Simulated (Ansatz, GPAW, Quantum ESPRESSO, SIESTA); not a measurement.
One calculation of ZrS, 4 ways

```
CELL_PARAMETERS angstrom
0.00000 2.62500 2.62500
2.62500 0.00000 2.62500
2.62500 2.62500 0.00000
ATOMIC_POSITIONS crystal
Zr 0.00000 0.00000 0.00000
S 0.50000 0.50000 0.50000
```

Alike in all runs: task band structure; functional LDA; k mesh 9 × 9 × 9; occupations fermi-dirac, width 0.05 eV; no spin polarisation; no spin-orbit coupling. LDA stands for any of its common fits. Pressure is positive in compression and, in plane waves, holds the error of the finite cutoff.

```tsv
program and potentials	plane-wave cutoff (eV)	notes	pressure (GPa)
SIESTA, files PseudoDojo sr-lda-0.4.1-standard, DZP (energy shift 0.003 Ry; two zetas on semicore shells)	-	atomic basis	-6.90
Quantum ESPRESSO, GBRV 1.5 LDA	612	-	-9.13
Ansatz, all-electron LAPW, scalar-relativistic	-	-	?
GPAW, the program's PAW data sets (release 1.2.1) made for this functional	600	-	-9.81
```

Problem. Estimate from the other rows what the run with Ansatz, all-electron LAPW, scalar-relativistic gave.

Solution. Pressure -9.06 GPa. The other rows, which needn't bracket it: pressure -9.81 to -6.90.
